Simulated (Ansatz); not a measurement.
An elastic constant from a strain scan in SnO2

These are results of DFT PBE, scalar-relativistic, plane waves, PAW in Ansatz 0.2.0, not measurements. The runs took a 420 eV cutoff, a Γ-centred 6×6×8 mesh and Gaussian smearing (0.05 eV). No spin polarisation. Energies are free energies at this smearing, counted from the undisturbed cell; pressure is positive in compression.

The starting cell (relaxed at this level):

```yaml
crystal:
  lattice:
    - [4.82652, 0.00000, 0.00000]
    - [0.00000, 4.82837, 0.00000]
    - [0.00000, 0.00000, 3.23817]
  atoms:
    - { symbol: Sn, position: [0.50000, 0.50000, 0.50000] }
    - { symbol: Sn, position: [0.00000, 0.00000, 0.00000] }
    - { symbol: O, position: [0.30650, 0.30666, 0.00000] }
    - { symbol: O, position: [0.80650, 0.19334, 0.50000] }
    - { symbol: O, position: [0.19350, 0.80666, 0.50000] }
    - { symbol: O, position: [0.69350, 0.69334, 0.00000] }
```

The cell is strained by ε times the Voigt pattern (0, 0, 0, 0, 0, 1) (xx, yy, zz, yz, xz, xy; engineering shear) with fractional coordinates fixed. The cell holds 6 atoms in V0 = 75.46 Å³. The stress column is τ = (1/V0) dE/dε, got from the stress tensor σ (compression positive) at each point as −det(1 + εP) σ : P(1 + εP)⁻¹, with P the pattern as a tensor.

```
      ε  ΔE (meV/atom)  τ (GPa)
-0.0875         54.234  -15.952
-0.0750         39.751  -13.600
-0.0625         27.536  -11.284
-0.0500         17.583   -8.993
-0.0375          9.909   -6.726
-0.0250          4.390   -4.475
-0.0125          1.096   -2.234
 0.0000          0.000    0.000
 0.0125          1.096    2.234
 0.0250          4.390    4.475
 0.0375          9.909    6.726
 0.0500         17.583    8.993
 0.0625         27.536   11.284
 0.0750         39.751   13.600
 0.0875         54.234   15.952
 0.1000              ?        ?
```

Question: Which combination of elastic constants does this scan measure, and how large is it?

Answer: For small ε, τ = τ0 + Kε with K = pᵀCp, which for this pattern is C66 in the Cartesian frame shown. The parabola through τ at ε = -0.0125, 0 and 0.0125 has slope K = 179 GPa at zero. The energies per cell, E = NΔE, of the same two points give K = 2[E(ε₊)/ε₊ − E(ε₋)/ε₋]/[(ε₊ − ε₋)V0] = 179 GPa, in agreement. These are clamped-ion values.

Question: Predict the withheld row at ε = 0.1000 from the harmonic law, and compare.

Answer: ΔE = V0(τ0 ε + Kε²/2)/N = 70.160 meV/atom and τ = 17.88 GPa. The calculation gives 71.071 meV/atom and 18.34 GPa, a miss of 1.3 % of the harmonic energy, so the harmonic law still holds here.

Forces appear on the atoms along this scan, and letting them relax would lower the energy and soften the response.

Cost: 9 runs of about 2.1 core-minutes in all, on Arm Neoverse V2 (shared hosts).